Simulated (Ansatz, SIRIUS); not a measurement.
Given: the input of a run of Ansatz 0.2.0 on TiSi. Atoms were shifted at random by some hundredths of an Å from the given cell, which wasn't relaxed again for these runs. The cell comes from a database or a generator and needn't be the stable form of this composition.

File input.yaml:

```yaml
crystal:
  lattice:
    - [1.816178, -2.117624, 0.0]
    - [1.816178, 2.117624, 0.0]
    - [0.0, 0.0, 3.803934]
  atoms:
    - { symbol: Ti, position: [0.499561, 0.50879, -0.006509] }
    - { symbol: Si, position: [0.007151, 0.004152, 0.489481] }
kpoints:
  mp_grid: { grid: [10, 10, 7] }
scf:
  occupations: { method: fermi_dirac, width: 0.05 }
hamiltonian:
  xc: pbesol
  pseudopotentials: { kind: all_electron, lapw: { basis_error: 0.001 } }
output:
  forces: true
  stress: true
  eigenvalues: true
  populations: true
```

Potentials or basis: all-electron LAPW, scalar-relativistic.

Launch:

```sh
$ ansatz run input.yaml --threads 1 --pin off --max-ram 3072MiB --backend cpu --events-out ev --progress --plain --runs-dir out
```

Set up the same calculation for SIRIUS 7.10.0. Potentials or basis there: PseudoDojo 0.4.1 PBEsol standard (scalar relativistic), cutoff 1152 eV.

As run (cutoffs and basis follow the program's own potentials, and thresholds, step limits or extra output files can differ):

The input sirius.json:

```json
{
  "control": {
    "processing_unit": "cpu",
    "verbosity": 2,
    "num_bands_to_print": 15,
    "print_forces": true,
    "print_stress": true
  },
  "parameters": {
    "electronic_structure_method": "pseudopotential",
    "xc_functionals": ["XC_GGA_X_PBE_SOL", "XC_GGA_C_PBE_SOL"],
    "gk_cutoff": 9.2,
    "pw_cutoff": 18.4,
    "ngridk": [10, 10, 7],
    "shiftk": [0, 0, 0],
    "smearing": "fermi_dirac",
    "smearing_width": 0.0018374661,
    "num_bands": 15,
    "num_mag_dims": 0,
    "num_dft_iter": 100,
    "energy_tol": 1e-08,
    "density_tol": 1e-06
  },
  "iterative_solver": {
    "type": "davidson",
    "min_tolerance": 1e-09,
    "tolerance_scale": [0.1, 0.25]
  },
  "mixer": {
    "type": "anderson",
    "beta": 0.7,
    "max_history": 8
  },
  "settings": {
    "tol_ne": 1e-10,
    "pseudo_grid_cutoff": 6.5
  },
  "unit_cell": {
    "lattice_vectors": [
      [3.432079013571, -4.001729394935, 0.0],
      [3.432079013571, 4.001729394935, 0.0],
      [0.0, 0.0, 7.188393456152]
    ],
    "atom_coordinate_units": "lattice",
    "atom_types": ["Ti", "Si"],
    "atom_files": {
      "Ti": "Ti.json",
      "Si": "Si.json"
    },
    "atoms": {
      "Ti": [
        [0.499561, 0.50879, -0.006509]
      ],
      "Si": [
        [0.007151, 0.004152, 0.489481]
      ]
    }
  }
}
```

Potentials or basis: PseudoDojo 0.4.1 PBEsol standard (scalar relativistic).

Command:

```bash
$ upf_to_json Ti.upf
$ upf_to_json Si.upf
$ OMP_NUM_THREADS=1 sirius.scf --input=sirius.json --output=out.json --task=0
```

Both were run:

|  | Ansatz | SIRIUS |
| --- | --- | --- |
| Pressure | -4.3 GPa | -4.3 GPa |
| Largest force | 0.130 eV/Å | 0.131 eV/Å |

Where Ansatz's input types no cutoff or centring, it takes its own default and a Γ-centred mesh.

Pressure is positive in compression.
